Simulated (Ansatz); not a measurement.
Crystal: Ta2C.

```
Ta C
1.0
     3.10590    0.00000    0.00000
    -1.55295    2.68979    0.00000
     0.00000    0.00000    4.94640
Ta C
2 1
Direct
  0.66667 0.33333 0.74799
  0.33333 0.66667 0.25201
  0.00000 0.00000 0.00000
```

| Property | Result |
| --- | --- |
| Program | Ansatz 0.2.0 |
| Task | relaxation of cell and atoms |
| Functional | LDA |
| Potentials or basis | Ansatz PAW |
| Cutoff | 420 eV (not typed: the program's choice for these potentials) |
| k mesh | 10 × 10 × 6 |
| Occupations | fermi-dirac, width 0.05 eV |
| Spin | no spin polarisation |
| Hubbard terms | Ta d U = 4 eV |

At the start: volume 13.77 Å³/atom.

Problem. Where does the relaxation end?

Solution. It ends after 5 steps and the volume is 13.48 Å³/atom (-2.2 %); space group P-3m1 (No. 164, to 0.05 Å).

Step by step:
```csv
step,energy change (eV),largest force (eV/Å),volume (Å³)
1,0.0000,0.0972,41.32
2,-0.0163,0.0447,40.67
3,-0.0177,0.0667,40.50
4,-0.0181,0.0018,40.43
5,-0.0170,0.0010,40.43
```

Final structure:
```xyz
3
Lattice="3.0857 0.0000 0.0000 -1.5429 2.6723 0.0000 0.0000 0.0000 4.9028" Properties=species:S:1:pos:R:3 pbc="T T T"
Ta    1.5429    0.8908    3.6573
Ta    0.0000    1.7815    1.2455
C     0.0000    0.0000    0.0000
```

Caveat: the plane-wave basis is chosen anew once the cell has moved, so the energies of steps on either side of that aren't comparable; U without spin polarisation on a metal has little footing; the PAW data sets come from PBE, with cores solved anew for the run's functional, which leaves a small shift of forces and pressure; the U is typed as a test and isn't derived for this compound.
